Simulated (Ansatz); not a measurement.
## Energy, volume and coordination in Be₃Te₄

All numbers below come from DFT PBE, scalar-relativistic, plane waves, PAW (Ansatz 0.2.0). Settings: cutoff 420 eV, Γ-centred meshes spaced at most about 0.3 Å⁻¹, and about 0.25 Å⁻¹ or finer for metals (2π included), Gaussian smearing. No spin polarisation.

All energies are static (0 K, no zero-point motion). Rows are sorted by volume; energies count from the lowest form computed. Coordination counts Te atoms around Be (those within 1.25 times the shortest such distance or 1.15 times the sum of covalent radii; a slash parts the counts of unlike sites). The table shows 5 of 7 forms computed.

```
row    form    source  atoms  coordination  V (Å³/atom)  gap on mesh (eV)  ΔE (meV/atom)
  1    R-3m  invented      7        Be 4/6         23.8                 0            133
  2  Pmn2_1  invented     14          Be 4         24.4                 0             66
  3   P-43m  invented      7          Be 4         24.7                 0             66
  4   P-4m2  invented      7          Be 4         25.2                 0              ?
  5    Pmm2  invented     14          Be 4         26.6                 0              0
```

The cell of row 4:

```xyz
7
Lattice="3.8807 0.0000 0.0000 0.0000 3.8807 0.0000 0.0000 0.0000 11.7335" Properties=species:S:1:pos:R:3 pbc="T T T"
Be    1.9404    1.9404    2.9193
Be    1.9404    1.9404    8.8143
Be    0.0000    0.0000    0.0000
Te    1.9404    0.0000    4.3338
Te    0.0000    1.9404    7.3998
Te    1.9404    0.0000   10.2936
Te    0.0000    1.9404    1.4400
```

Q: How far above the lowest form does the open row lie?

A: 49 meV/atom, which puts it above row 5 and below row 2. Counting Te atoms around Be, row 4 and the lowest form (row 5) both have Be 4. The lowest form (row 5) holds Te–Te pairs (shortest 2.83 Å); in row 4 the shortest Te–Te distance is 3.88 Å.

An observed structure of this formula, if there is one, may be missing.

For metals, differences of a few meV/atom aren't resolved. Weakly bound directions are ill-defined at this level, which has no dispersion term (Pmm2, P-4m2, R-3m), and this can change margins and order among such cells. These runs have no spin–orbit coupling, which can matter for Te. Cells relaxed within their symmetry can be saddle points. Some candidate types were left out of the draw beforehand, so a known form may be missing.
